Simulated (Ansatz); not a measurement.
# Te: the cost of one run

The runs shown are made with Ansatz 0.2.0. PAW datasets, plane waves, zero pressure. Spin-unpolarised throughout; all numbers are computed.

### Step 1. The cell

Space group P3_121 (No. 152), trigonal; a = 4.601 Å, c = 5.900 Å in the conventional setting, 36.06 Å³ an atom. Te has 2 Te at 2.84 Å.

As a file:

```
Te
1.0
     4.60135    0.00000    0.00000
    -2.30068    3.98489    0.00000
     0.00000    0.00000    5.90006
Te
3
Cartesian
  1.1812 0.0000 1.9667
  -0.5906 1.0229 3.9334
  1.7101 2.9620 0.0000
```

### Step 2. Relaxation with PBE-D3(BJ)

input.yaml reads:

```yaml
crystal:
  lattice:
    - [4.6013525159, 0.0, 0.0]
    - [-2.300676258, 3.9848881706, 0.0]
    - [0.0, 0.0, 5.900062001]
  atoms:
    - { symbol: Te, position: [0.25669717, 0.0, 0.33333333] }
    - { symbol: Te, position: [0.0, 0.25669717, 0.66666667] }
    - { symbol: Te, position: [0.74330283, 0.74330283, 0.0] }
kpoints:
  mp_grid: { grid: [6, 6, 4] }
hamiltonian:
  xc: pbe
  dispersion: d3bj
scf:
  occupations: { method: fermi_dirac, width: 0.02 }
relax:
  f_tol: 0.005
  cell: {}
output:
  write_density: true
  write_potential: true
  elf: true
  volumetric_format: npy
```

Launch:

```bash
> ansatz run input.yaml --threads 4 --pin off --max-ram 7372MiB --backend cpu --events-out ev --progress --plain --runs-dir out
```

Q: Estimate wall time and peak memory on 4 threads of Intel Xeon Platinum 8259CL at 2.50GHz (Skylake/Cascade Lake), shared host.

About 15 s, with a peak of 0.47 GiB.
